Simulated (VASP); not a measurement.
# GaN (Fm-3m) in VASP: notebook

The runs below take GaN through G0W0 quasiparticle levels, with PBE.

All numbers are computed with VASP 6.6.1; they aren't measurements. Logs are shortened: lines on timing, memory, paths and dates and some standing lists are left out, and cuts for length are marked.

### 1 The crystal as given

It takes space group Fm-3m (No. 225, cubic). The conventional cell has a = 4.270 Å, b = 4.270 Å, c = 4.270 Å, α = 90.00°, β = 90.00°, γ = 90.00°. Around Ga (site symmetry m-3m) lie 6 N at 2.14 Å. N (site symmetry m-3m) is surrounded by 6 Ga at 2.14 Å.

Measurements of this composition are mostly on another form, of space group No. 186.

### 2 G0W0 quasiparticle levels, PBE

File POSCAR:

```
GaN
1.0
    0.0000000000      2.1352350000      2.1352350000
    2.1352350000      0.0000000000      2.1352350000
    2.1352350000      2.1352350000      0.0000000000
Ga N
1 1
Direct
    0.0000000000      0.0000000000      0.0000000000
    0.5000000000      0.5000000000      0.5000000000
```

File INCAR.step1:

```
SYSTEM = GaN
ALGO = Fast
EDIFF = 1E-8
ENCUT = 450
GGA = PE
ISMEAR = 0
LASPH = .True.
LCHARG = .False.
LREAL = .False.
LWAVE = .True.
NELM = 60
PREC = Accurate
SIGMA = 0.01
```

File INCAR.step2:

```
SYSTEM = GaN
ALGO = Exact
EDIFF = 1E-8
ENCUT = 450
GGA = PE
ISMEAR = 0
ISTART = 1
LASPH = .True.
LCHARG = .False.
LOPTICS = .True.
LREAL = .False.
LWAVE = .True.
NBANDS = 125
NELM = 1
PREC = Accurate
SIGMA = 0.01
```

File INCAR.step3:

```
SYSTEM = GaN
ALGO = EVGW0
EDIFF = 1E-8
ENCUT = 450
ENCUTGW = 150
GGA = PE
ISMEAR = 0
ISTART = 1
LASPH = .True.
LCHARG = .False.
LREAL = .False.
LWAVE = .False.
NBANDS = 125
NBANDSGW = 17
NELMGW = 1
NOMEGA = 48
PREC = Accurate
PRECFOCK = Fast
SIGMA = 0.01
```

File KPOINTS:

```
k-points
0
Gamma
  3 3 3
  0 0 0
```

Potentials or basis: VASP PAW PBE potentials, release 64 (Ga_d_GW, N_GW).

The run is started by

```
> cat potpaw_PBE.64/Ga_d_GW/POTCAR potpaw_PBE.64/N_GW/POTCAR > POTCAR
> cp INCAR.step1 INCAR
> mpirun -np 1 vasp_std > vasp.out
> cp INCAR.step2 INCAR
> mpirun -np 1 vasp_std > vasp.out
> cp INCAR.step3 INCAR
> mpirun -np 1 vasp_std > vasp.out
```

OUTCAR:

```text
SYSTEM = GaN
   EDIFF = 1E-8
   ENCUT = 450
   ENCUTGW = 150
   GGA = PE
   ISMEAR = 0
   ISTART = 1
   LASPH = .True.
   LREAL = .False.
   NELMGW = 1
   PREC = Accurate
   PRECFOCK = Fast

 Found      4 irreducible k-points:

 Following reciprocal coordinates:
            Coordinates               Weight
  0.000000  0.000000  0.000000      1.000000
  0.333333  0.000000  0.000000      8.000000
  0.333333  0.333333  0.000000      6.000000
 -0.333333  0.333333  0.000000     12.000000
   k-points           NKPTS =      4   k-points in BZ     NKDIM =     27   number of bands    NBANDS=    125
   number of dos      NEDOS =    301   number of ions     NIONS =      2
   total plane-waves  NPLWV =  13824
   dimension x,y,z NGX =    24 NGY =   24 NGZ =   24
   dimension x,y,z NGXF=    48 NGYF=   48 NGZF=   48
   ions per type =               1   1
   NGX,Y,Z   is equivalent  to a cutoff of  13.21, 13.21, 13.21 a.u.
   NGXF,Y,Z  is equivalent  to a cutoff of  26.43, 26.43, 26.43 a.u.
 SYSTEM =  GaN
   PREC   = accura    normal or accurate (medium, high low for compatibility)
   ISTART =      1    job   : 0-new  1-cont  2-samecut
   ICHARG =      0    charge: 1-file 2-atom 10-const
   ISPIN  =      1    spin polarized calculation?
   LNONCOLLINEAR =      F non collinear calculations
   LSORBIT =      F    spin-orbit coupling
   LASPH  =      T    aspherical Exc in radial PAW
   ENCUT  =  450.0 eV  33.07 Ry    5.75 a.u.   5.22  5.22  5.22*2*pi/ulx,y,z
   NELM   =     60;   NELMIN=  2; NELMDL=  0     # of ELM steps
   EDIFF  = 0.1E-07   stopping-criterion for ELM
   LREAL  =      F    real-space projection
   EDIFFG = 0.1E-06   stopping-criterion for IOM
   NSW    =      0    number of steps for IOM
   IBRION =     -1    ionic relax: 0-MD 1-quasi-New 2-CG
   NFREE  =      0    steps in history (QN), initial steepest desc. (CG)
   ISIF   =      0    stress and relaxation
   ISYM   =      3    0-nonsym 1-usesym 2-fastsym
   POTIM  = 0.5000    time-step for ionic-motion
   TEBEG  =    0.0;   TEEND  =   0.0 temperature during run
   PSTRESS=    0.0 pullay stress
   NELECT =      18.0000    total number of electrons
   NUPDOWN=      -1.0000    fix difference up-down
   EMIN   =  10.00;   EMAX   =-10.00  energy-range for DOS
   EFERMI =   0.00;   METHOD = LEGACY
   ISMEAR =     0;   SIGMA  =   0.01  broadening in eV -4-tet -1-fermi 0-gaus
   EFERMI_NEDOS =   21; number of points for ismear=-14 and -15
   IALGO  =     38    algorithm
   IMIX   =      4    mixing-type and parameters
     AMIX     =   0.40;   BMIX     =  1.00
     AMIX_MAG =   1.60;   BMIX_MAG =  1.00
  volume/ion in A,a.u.               =       9.74        65.70
  Fermi-wavevector in a.u.,A,eV,Ry     =   1.594814  3.013761 34.605481  2.543431
  Thomas-Fermi vector in A             =   2.692830
   LORBIT       =      0    0 simple, 1 ext, 2 COOP (PROOUT), +10 PAW based schemes
   GGA     = PE    functional components
   LHFCALC =     T    Hartree Fock is set to
   PRECFOCK=fast      Normal, Fast or Accurate (Low or Medium for compatibility)
   ENCUT4O =  -1.0   cutoff for four orbital integrals eV
   NKREDX  =     1    reduce k-point grid by
   NKREDY  =     1    reduce k-point grid by
   NKREDZ  =     1    reduce k-point grid by
   AEXX    =    1.0000 exact exchange contribution
   HFSCREEN=    0.0000 screening length (either q_TF or 0.3 A-1)
   HFSCREENC=   0.0000 screening length for correlation (either q_TF or 0.3 A-1)
   ENCUTFOCK=  -1.0 apply spherical cutoff to Coloumb kernel
   IVDW    =     0    specifies the selected vdW correction
   LEPSILON=     F    determine dielectric tensor
   LRPA    =     F    only Hartree local field effects (RPA)
   LRPAFORCE           =     F    calculate RPA forces
   ENCUTGW             = 150.0    cutoff for response function in eV
   ENCUTGWSOFT         = 120.0    soft cutoff for Coulomb kernel in GW response function in eV
   ENCUTLF             =  -1.0    cutoff for local field effects
   NELMGW              =     1    number of iterations in solving QP/BSE equation
   NELMHF              =     1    number of iterations in the inner HF iteration
   NKREDLFX            =     1    NKREDLFY  =   1   NKREDLFZ  =   1
 non-spin polarized calculation
 Gauss-broadening in eV      SIGMA  =   0.01
  energy-cutoff  :      450.00
  volume of cell :       19.47
 maximum number of plane-waves:       432
 NGX is ok and might be reduce to    24
  NGX = 12; NGY = 12; NGZ = 12
   NGX = 11   NGY = 11   NGZ = 11
 maximum number of plane-waves:        84

 QP shifts <psi_nk| G(iteration)W_0 |psi_nk>: iteration 1
 for sc-GW calculations column KS-energies equals QP-energies in previous step
 and V_xc(KS)=  KS-energies - (<T + V_ion + V_H > + <T+V_H+V_ion>^1  + <V_x>^1)

 k-point   1 :       0.0000    0.0000    0.0000
  band No.  KS-energies  QP-energies   sigma(KS)   V_xc(KS)     V^pw_x(r,r')   Z            occupation Imag(sigma)

      1      -9.5376     -10.5948     -15.8024     -14.4207     -24.1393       0.7652       2.0000       1.4982
      2      -6.8856      -9.5869     -25.3673     -21.6616     -35.0060       0.7289       2.0000       0.2584
      3      -6.8856      -9.5869     -25.3673     -21.6616     -35.0060       0.7289       2.0000       0.2584
      4      -6.8856      -9.5869     -25.3673     -21.6616     -35.0060       0.7289       2.0000       0.2584
      5      -6.7935      -9.5496     -25.6308     -21.8539     -35.4739       0.7297       2.0000       0.3029
      6      -6.7935      -9.5496     -25.6308     -21.8539     -35.4739       0.7297       2.0000       0.3029
      7       7.0862       6.7517     -17.3934     -16.9546     -20.7985       0.7622       2.0000       0.1522
      8       7.0862       6.7517     -17.3934     -16.9546     -20.7985       0.7622       2.0000       0.1522
      9       7.0862       6.7517     -17.3934     -16.9546     -20.7985       0.7622       2.0000       0.1522
     10       9.3477       9.8862     -14.5257     -15.2159      -9.8738       0.7802       0.0000      -0.0893
     11      21.7677      22.0054     -11.6749     -11.9703      -5.8357       0.8045       0.0000      -0.2751
     12      21.7677      22.0054     -11.6749     -11.9703      -5.8357       0.8045       0.0000      -0.2751
     13      21.7677      22.0054     -11.6749     -11.9703      -5.8357       0.8045       0.0000      -0.2751
     14      22.6723      23.1791     -11.9304     -12.5947      -4.4060       0.7629       0.0000      -0.5953
     15      22.6723      23.1791     -11.9304     -12.5947      -4.4060       0.7629       0.0000      -0.5953
     16      22.6723      23.1791     -11.9304     -12.5947      -4.4060       0.7629       0.0000      -0.5953
     17      23.3076      23.2574      -9.0517      -8.9869      -2.3546       0.7754       0.0000      -0.3720

 k-point   2 :       0.3333    0.0000    0.0000
  band No.  KS-energies  QP-energies   sigma(KS)   V_xc(KS)     V^pw_x(r,r')   Z            occupation Imag(sigma)

      1      -7.6677      -8.6768     -17.0122     -15.5741     -25.1861       0.7017       2.0000       1.1008
      2      -6.9641      -9.6467     -25.3007     -21.6024     -35.0834       0.7254       2.0000       0.3099
      3      -6.9641      -9.6467     -25.3007     -21.6024     -35.0834       0.7254       2.0000       0.3099
      4      -6.9019      -9.4124     -24.5215     -21.0538     -33.9943       0.7240       2.0000       0.3398
      5      -6.7247      -9.4603     -25.6202     -21.8787     -35.3416       0.7311       2.0000       0.2659
      6      -6.7247      -9.4603     -25.6202     -21.8787     -35.3416       0.7311       2.0000       0.2659
      7       1.0884       0.3801     -15.4904     -14.5462     -19.8551       0.7502       2.0000       0.3531
      8       7.2798       6.9229     -17.7963     -17.3293     -21.2291       0.7641       2.0000       0.1491
      9       7.2798       6.9229     -17.7963     -17.3293     -21.2291       0.7641       2.0000       0.1491
     10      12.2094      12.5514     -12.9638     -13.3976      -7.8214       0.7882       0.0000      -0.1159
     11      16.4476      17.2876     -14.4235     -15.5313      -8.1857       0.7583       0.0000      -0.2405
     12      17.2058      17.5459     -11.4598     -11.8884      -5.5001       0.7933       0.0000      -0.2009
     13      17.2058      17.5459     -11.4598     -11.8884      -5.5001       0.7933       0.0000      -0.2009
     14      22.6608      22.8816     -10.9057     -11.1864      -4.1037       0.7868       0.0000      -0.4889
     15      26.4436      26.7629     -11.9231     -12.3249      -5.1568       0.7947       0.0000      -0.5813
     16      26.4436      26.7629     -11.9231     -12.3249      -5.1568       0.7947       0.0000      -0.5813
     17      32.8236      33.2057     -11.1084     -11.5740      -3.2433       0.8205       0.0000      -1.2580

 k-point   3 :       0.3333    0.3333    0.0000
  band No.  KS-energies  QP-energies   sigma(KS)   V_xc(KS)     V^pw_x(r,r')   Z            occupation Imag(sigma)

      1      -8.2414      -9.9874     -20.7369     -18.2900     -29.9334       0.7135       2.0000       0.8084
      2      -7.0062      -9.6731     -25.1436     -21.4681     -34.7429       0.7256       2.0000       0.2629
      3      -6.7184      -9.4894     -25.7184     -21.9390     -35.5847       0.7332       2.0000       0.3040
      4      -6.7057      -9.4344     -25.5907     -21.8683     -35.2663       0.7331       2.0000       0.2570
      5      -6.7057      -9.4344     -25.5907     -21.8683     -35.2663       0.7331       2.0000       0.2570
      6      -5.6748      -7.4471     -21.0683     -18.6040     -29.5240       0.7192       2.0000       0.6348
      7       2.5161       1.8524     -16.3545     -15.4896     -20.5483       0.7674       2.0000       0.3078
      8       5.1612       4.6570     -16.3007     -15.6340     -19.9778       0.7564       2.0000       0.1900
      9       5.1612       4.6570     -16.3007     -15.6340     -19.9778       0.7564       2.0000       0.1900
     10       9.7324      10.1537     -12.4134     -12.9427      -7.5951       0.7960       0.0000      -0.0908
     11      15.8881      15.9188     -11.1148     -11.1529      -5.8514       0.8046       0.0000      -0.1427
     12      17.4844      18.1751     -14.5454     -15.4617      -8.3082       0.7538       0.0000      -0.2203
     13      20.8507      21.4733     -13.1662     -13.9789      -6.0820       0.7662       0.0000      -0.4271
     14      20.8507      21.4733     -13.1662     -13.9789      -6.0820       0.7662       0.0000      -0.4271
     15      31.1191      31.6469     -12.5330     -13.1880      -5.6805       0.8058       0.0000      -0.8452
     16      33.7031      34.2871     -11.6480     -12.3381      -4.0704       0.8462       0.0000      -1.2580
     17      33.7031      34.2871     -11.6480     -12.3381      -4.0704       0.8462       0.0000      -1.2580

 k-point   4 :      -0.3333    0.3333    0.0000
  band No.  KS-energies  QP-energies   sigma(KS)   V_xc(KS)     V^pw_x(r,r')   Z            occupation Imag(sigma)

      1      -7.8768      -9.9063     -22.4506     -19.5695     -31.9332       0.7044       2.0000       0.6149
      2      -6.9394      -9.5923     -25.0801     -21.4322     -34.6613       0.7272       2.0000       0.2767
      3      -6.8688      -9.5784     -25.4529     -21.7284     -35.3046       0.7275       2.0000       0.3195
      4      -6.8067      -9.5010     -25.3522     -21.6602     -34.9837       0.7298       2.0000       0.2670
      5      -6.6877      -9.4233     -25.6281     -21.9037     -35.3089       0.7345       2.0000       0.2531
      6      -4.5080      -6.0541     -21.0251     -18.9229     -29.2231       0.7355       2.0000       0.7016
      7       1.1738       0.4599     -14.8679     -13.9368     -18.8959       0.7666       2.0000       0.3187
      8       2.1487       1.4004     -14.9570     -13.9861     -18.9815       0.7707       2.0000       0.3063
      9       6.0447       5.5809     -16.8716     -16.2593     -20.3951       0.7575       2.0000       0.1671
     10      11.3382      11.7443     -12.5629     -13.0745      -7.5840       0.7940       0.0000      -0.1050
     11      16.0886      16.7480     -14.2148     -15.0725      -8.4291       0.7689       0.0000      -0.1867
     12      17.9906      18.6674     -14.1032     -14.9940      -7.8879       0.7598       0.0000      -0.2254
     13      18.6569      19.1783     -12.7373     -13.4149      -6.3584       0.7694       0.0000      -0.2646
     14      23.4836      23.7509     -11.7595     -12.1030      -4.9422       0.7784       0.0000      -0.5259
     15      28.1409      28.4546     -11.0993     -11.4855      -4.3667       0.8123       0.0000      -0.6168
     16      30.1108      30.5704     -11.4619     -12.0552      -3.8149       0.7747       0.0000      -1.0453
     17      34.9388      35.6325     -12.4769     -13.3243      -4.4134       0.8186       0.0000      -1.4883
```

Wall time 13 s (1 thread of Intel Xeon 6975P-C (Granite Rapids), shared host); peak memory 0.16 GiB.

These settings aren't checked as converged: the numbers below hold their error.

Results:

* Band gap on the k mesh, mean-field level: 2.07 eV, indirect (least direct gap 2.26 eV)
* Quasiparticle gap: 2.96 eV
* Least direct quasiparticle gap: 3.13 eV

Caveat: the k mesh is coarse (spacing up to 0.85 Å⁻¹), so the values aren't converged; bands, screening cutoff and mesh are small and nothing is extrapolated, so the quasiparticle values aren't converged; an odd mesh through Γ misses points on the zone boundary, where band edges often lie.

[end of part 1 of 2]
